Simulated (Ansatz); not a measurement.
# ZrN (rocksalt type): the cost of one run

Computed with Ansatz 0.2.0 (DFT, PBE, all-electron LAPW, scalar-relativistic, unless a step's input says otherwise).

## Step 1: The system as given

It takes space group Fm-3m (No. 225, cubic). Conventional cell: a = 3.914 Å, b = 3.914 Å, c = 3.914 Å, α = 90.00°, β = 90.00°, γ = 90.00°. Around Zr (site symmetry m-3m) lie 6 N at 1.96 Å. Around N (site symmetry m-3m) lie 6 Zr at 1.96 Å.

Structure file:

```
Zr N
1.0
     0.00000    1.95693    1.95693
     1.95693    0.00000    1.95693
     1.95693    1.95693    0.00000
Zr N
1 1
Cartesian
  0.0000 0.0000 0.0000
  1.9569 1.9569 1.9569
```

Atoms are numbered in the order of the input: Zr1, N2.

## Step 2: Rocksalt relaxed under pressure, LAPW

The input, input.yaml:

```yaml
crystal:
  lattice:
    - [0.0, 1.956925639, 1.956925639]
    - [1.956925639, 0.0, 1.956925639]
    - [1.956925639, 1.956925639, 0.0]
  atoms:
    - { symbol: Zr, position: [0.0, 0.0, 0.0] }
    - { symbol: "N", position: [0.5, 0.5, 0.5] }
kpoints:
  mp_grid: { grid: [18, 18, 18] }
scf:
  occupations: { method: fermi_dirac, width: 0.1 }
hamiltonian:
  xc: pbe
  pseudopotentials: { kind: all_electron, lapw: { basis_error: 0.0005 } }
output:
  forces: true
  stress: true
  eigenvalues: true
relax:
  f_tol: 0.005
  max_steps: 12
  cell: { p_target: 330.0, stress_tol: 0.165 }
```

On the command line:

```bash
ansatz run input.yaml --threads 1 --pin off --max-ram 3584MiB --backend cpu --events-out ev --progress --plain --runs-dir out
```

Q: Estimate wall time and peak memory on 1 thread of Arm Neoverse V1, shared host.

About 75 s, with a peak of 0.63 GiB.
